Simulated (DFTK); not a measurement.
# Be2C under changes of volume

One of the cells (6.765 Å³/atom); the others are scaled copies at fixed shape and fractional positions:

```xyz
3
Lattice="0.0000 2.1650 2.1650 2.1650 0.0000 2.1650 2.1650 2.1650 0.0000" Properties=species:S:1:pos:R:3 pbc="T T T"
C     0.0000    0.0000    0.0000
Be    3.2475    3.2475    3.2475
Be    1.0825    1.0825    1.0825
```

- Program: DFTK 0.8.2
- Functional: PBEsol
- Potentials or basis: dojo.nc.sr.pbesol.v0_4_1.standard.upf (PBEsol)
- Cutoff: 1197 eV
- k mesh: 11 × 11 × 11
- Occupations: fermi-dirac, width 0.05 eV
- Spin: no spin polarisation

| volume (Å³/atom) | energy over the lowest point (meV/atom) | pressure (GPa) | gap on the mesh (eV) |
| --- | --- | --- | --- |
| 6.359 | 11.76 | 11.8 | 1.20 |
| 6.495 | 3.92 | 6.8 | 1.19 |
| 6.630 | 0.12 | 2.2 | 1.18 |
| 6.765 | 0.00 | -2.0 | 1.17 |
| 6.901 | ? | ? | ? |
| 7.036 | 9.57 | -9.2 | 1.15 |
| 7.171 | 18.69 | -12.4 | 1.14 |

Problem. What does the run at 6.901 Å³/atom give?

Solution. Energy over the lowest point 3.25 meV/atom; pressure -5.8 GPa; gap on the mesh 1.16 eV.

Worked out: A Birch-Murnaghan fit of order 3 (a polynomial in V^(-2/3)) to the other rows has its minimum at 6.70 Å³/atom with B0 = V·E''(V) = 205 GPa and B' = 3.3. It gives 3.26 meV/atom at 6.901 Å³/atom, against the run's 3.25, and -dE/dV = -5.7 GPa, against -5.8. A straight line through the other rows of the gap, of slope -0.5 eV per unit of ln V, gives 1.16 eV, against the run's 1.16.

Energies are extrapolated to zero smearing.

Caveats: an odd mesh through Γ misses points on the zone boundary, where band edges often lie.
